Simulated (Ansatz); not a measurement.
# PbS (model cell, started as NiAs type): following an unstable mode, part 3 of 3

Wanted: the energy along a soft mode of PbS (model cell, started as NiAs type) and the structure at the end.

Ansatz 0.2.0; DFT PBEsol, scalar-relativistic, plane waves, PAW.

So far. Step 4 (The mode frozen in, largest atomic shift 0.14 Å): The run ends at a pressure of 0.26 GPa, with forces up to 0.016 eV/Å. Step 5 (Energy along the mode, all amplitudes (two of the runs …): The lowest of the steps tried is at 0.14 Å, 1.39 meV/atom below the parent; the bottom of the well need not coincide with a step.

The structure was built from a prototype and need not be the compound's stable phase.

**7. The new phase in its own primitive cell**

The relaxed structure is symmetrised, reduced to its primitive cell and relaxed tightly, as its phonons need.

System of this step: PbS (model cell, started as NiAs type). It takes space group Fm-3m (No. 225, cubic). The conventional cell has a = 5.903 Å, b = 5.903 Å, c = 5.903 Å, α = 90.00°, β = 90.00°, γ = 90.00°. Pb has 6 S at 2.95 Å nearest. S has 6 Pb at 2.95 Å nearest. Farther neighbours and most contacts between anions are not listed.

Input file input.yaml:

```yaml
crystal:
  lattice:
    - [0.0, 2.9514441907, 2.9514441907]
    - [2.9514441907, 0.0, 2.9514441907]
    - [2.9514441907, 2.9514441907, 0.0]
  atoms:
    - { symbol: Pb, position: [0.5, 0.5, 0.5] }
    - { symbol: S, position: [0.0, 0.0, 0.0] }
kpoints:
  mp_grid: { grid: [10, 10, 10] }
hamiltonian:
  xc: pbesol
scf:
  occupations: { method: methfessel_paxton, width: 0.15 }
output:
  forces: true
  stress: true
  eigenvalues: true
relax:
  adjacent_minimum: "off"
  f_tol: 0.001
  max_steps: 60
  cell: { stress_tol: 0.01 }
```

Started as:

```sh
> ansatz run input.yaml --threads 4 --pin off --max-ram 7168MiB --backend cpu --events-out ev --progress --plain --runs-dir out
```

Numbers of over 12 decimals in the logs are rounded to 6 here.

Output:

```text
[...]
Crystal: 2 atoms, lattice volume = 51.420 Å³
Basis set: ecut = 420 eV, 965 PW (Γ), exchange–correlation on 60×60×60 points (8 copies of the dense FFT grid, shifted against one another)
Bands: 14, of which v1, the nominal top of the filled ones, is band 10 counted from 1 (9 counted from 0)
Symmetry: 48 space group operations
[...]
k-points: 47 of 1000
[...]
k-point 46: bands = [... 6 lower, 0.5690, 3.6942, 4.2420, 7.1465, 11.0713, 12.8457, 13.4212, 15.8389]
--- Relaxed structure (1 steps of the walk, 1 accepted, 1 SCFs on fresh bases) ---
[...]
cell:  # Å, volume = 51.4202 Å³
    - [0.0, 2.9514441907, 2.9514441907]
    - [2.9514441907, 0.0, 2.9514441907]
    - [2.9514441907, 2.9514441907, 0.0]
  atoms:
    - { symbol: Pb, position: [0.5, 0.5, 0.5] }
    - { symbol: S, position: [0.0, 0.0, 0.0] }
[key lines of the parts left out:]
SCF converged after 5 iterations
Free energy (F): -12640.925081 eV
Fermi energy:    8.661457 eV
P = ⅓ Tr σ = -0.0000 GPa (-0.000 kbar)
```

Elapsed: 0.95 s, on 4 threads of Intel Xeon 6975P-C (Granite Rapids), shared host; peak memory 0.41 GiB.

Little changed from the start: no atom moved by 0.005 Å and no cell edge by 0.1 %.

Numbers from this step:

| Quantity | Value |
| --- | --- |
| pressure | -2.02e-5 GPa |
| gap on the k-mesh | 0.1930 eV |
| direct gap on mesh | 0.1930 eV |

The forces vanish by symmetry and the pressure is 0.000 GPa, within the tolerances set. The cell now holds 25.71 Å³/atom.

**8. Modes of the new phase, k-mesh 10×10×10**

A relaxed structure may still be a saddle point, so its zone-centre modes are computed. No field response is asked.

input.yaml, as its differences from that of step 7:

```diff
@@ -15,9 +15,4 @@
 output:
-  forces: true
-  stress: true
   eigenvalues: true
-relax:
-  adjacent_minimum: "off"
-  f_tol: 0.001
-  max_steps: 60
-  cell: { stress_tol: 0.01 }
+phonons:
+  method: dfpt
```

Output:

```text
[...]
Crystal: 2 atoms, lattice volume = 51.420 Å³
Basis set: ecut = 420 eV, 965 PW (Γ), exchange–correlation on 60×60×60 points (8 copies of the dense FFT grid, shifted against one another)
Bands: 14, of which v1, the nominal top of the filled ones, is band 10 counted from 1 (9 counted from 0)
Symmetry: 48 space group operations
k-points: 102 of 1000 (irreducible under 8 space group operations, time reversal used)
[...]
SCF iter   1: F=—  HF=-12640.931503 eV  |F-HF|=—  |Δ(HF+E_count)|=         —  Δρ=4.18e-3  dr2=1.70e-2  ethr=1.77e-3  ⟨swp⟩=5.5  Hψ=7962  notcnv=0
[...]
SCF iter   8: F=-12640.925081 eV  HF=-12640.925081 eV  |F-HF|=3.64e-12  |Δ(HF+E_count)|=  4.37e-11  S|Δr|=    0.00e0  Δρ=6.61e-8  dr2=3.22e-12  ethr=1.00e-12  ⟨swp⟩=6.9  Hψ=7679  notcnv=0
SCF 1 converged in 8 iterations: F = -12640.925081 eV  dr2 = 3.22e-12
[...]
DFPT response loops at Γ: preconditioner auto → Kerker (q_TF=auto, 2.331 Å⁻¹) (partly filled bands, converged f_vac=0.000); β = 1.00, the filter's whole step (`scf.mixing.beta` (0.50) is not read by the response loops under this deck's `scf.mixing.preconditioner`; to damp them name `kerker` or `kerker_dos`, under which they read `scf.mixing.beta`, and type it under 1.00, their step now; both keys bind the ground state too); Broyden in place of MSR1
SCF converged after 8 iterations
[...]
Free energy (F): -12640.925081 eV
[...]
Internal energy: -12640.925042 eV  (E = F + TS)
E sigma→0 (E₀):  -12640.925071 eV
Entropy (-TS):   -0.000039 eV (-0.019 meV/atom)
Fermi energy:    8.661456 eV
[...]
--- Band table (eV; the first three rows and the last of 102) ---
  k-point 0: bands = [... 6 lower, 2.5206, 6.2992, 6.2992, 6.2992, 13.7502, 13.7502, 13.7502, 15.1101]
  k-point 1: bands = [... 6 lower, 2.2011, 6.3269, 6.3269, 6.5411, 12.8168, 13.1731, 13.1731, 15.0846]
  k-point 2: bands = [... 6 lower, 1.4549, 6.4079, 6.4079, 7.0623, 11.4334, 12.1672, 12.1672, 15.0844]
  k-point 101: bands = [... 6 lower, 0.5690, 3.6942, 4.2420, 7.1465, 11.0713, 12.8457, 13.4212, 15.8389]
--- Phonons (Γ-DFPT): 2 representative perturbations + reference, on 102 of 1000 k-points (Σ response iterations 6) ---
  k mesh reduced under 8 symmetry operations, with k and −k counted as one. Each operation leaves every solved perturbation unchanged. A smaller set is not used because it would not reduce the number of displacements times k-points to solve
  ASR residual: 4.935e-5 → 0.000e0 eV/Å²; symmetrization residual: 1.027e-6 eV/Å²
  ASR residual per site (eV/Å²): 3.62e-5 4.94e-5
  Γ frequencies (cm⁻¹): 0.00 0.00 0.00 65.68 65.68 65.68
  non-analytic LO–TO correction: not included (Born effective charges unavailable; polar crystals: no LO–TO splitting at Γ)
```

The job ended after 3.5 s (4 threads; peak memory 0.57 GiB).

Numbers from this step:

- sum-rule residual before enforcement: 4.94e-5 eV/Å²
- point group: m-3m
- highest optical mode at the zone centre (no LO-TO term): 65.68 cm⁻¹
- lowest optical zone-centre mode: 65.68 cm⁻¹

Patterns of degenerate modes are one choice out of their space. Modes at Γ, with each element's share of the kinetic energy:

```tsv
mode	frequency (cm⁻¹)	symmetry	Pb %	S %
1	0.0	acoustic	87	13
2	0.0	acoustic	87	13
3	0.0	acoustic	87	13
4	65.7	T1u	13	87
5	65.7	T1u	13	87
6	65.7	T1u	13	87
```

Displacements in mode 5 (65.7 cm⁻¹), the largest set to 1:
```
Pb1  0.00  0.01 -0.15
S2   0.00 -0.03  1.00
```

Before it was imposed, the acoustic sum rule was missed by 4.9e-5 eV/Å². Small misses are needed for a sound result but don't prove that mesh and cutoff are converged. The lowest optical mode is real, 65.7 cm⁻¹.

**9. Summary of results**

```json
{"unstable mode of the parent": "q = (0, -0.5, 0), 65i cm⁻¹", "depth at the lowest point sampled": "1.39 meV/atom", "largest atomic shift at that point": "0.14 Å", "space group reached (within 0.01 Å)": "Fm-3m", "energy gained over the parent (first relaxation, on the mesh of the frozen mode)": "64.0 meV/atom", "volume per atom, phase reached": "25.7 Å³", "gap on the k-mesh, phase reached": "0.193 eV", "lowest optical zone-centre mode, phase reached": "65.7 cm⁻¹", "highest optical mode at the zone centre (no LO-TO term), phase reached": "65.7 cm⁻¹"}
```

In words: Along this mode the structure falls into Fm-3m, 64.0 meV/atom below the parent. At the parent's cell the well is 1.393 meV/atom deep on the steps tried, with its lowest point at a shift of 0.14 Å. Relaxing atoms and cell changes the gain by +62.59 meV/atom against the lowest step (energies at zero smearing). Most of the total comes from this relaxation. The new phase has no imaginary mode at the zone centre of its cell; other wavevectors were not checked. Of the 2 patterns followed to their end from this parent, this one reaches the lowest energy. Each path keeps the symmetry of its pattern, so a lower phase may lie along a pattern not tried. The q mesh is too sparse to interpolate, so only the solved wavevectors are given. With no gap, or one that is small against the smearing, the frequencies hang on the k mesh and the smearing, most of all near Kohn anomalies. A semilocal functional can close a gap that the real compound would have, so the metallic treatment may be an artefact of the level. Spin-orbit coupling is left out, which can matter for the heavy elements here. The starting cell was built on a prototype and not taken from a measurement, so the phase need not exist.

[Logs are printed without paths, hosts, clocks, repeated set-up lines and the standing remarks that a program may print on its own settings, such as how far it seeks lower states.]

[Hosts, paths, dates, database ids (printed as entryN), source tags and the programs' standing remarks are cut or masked in the printed files.]
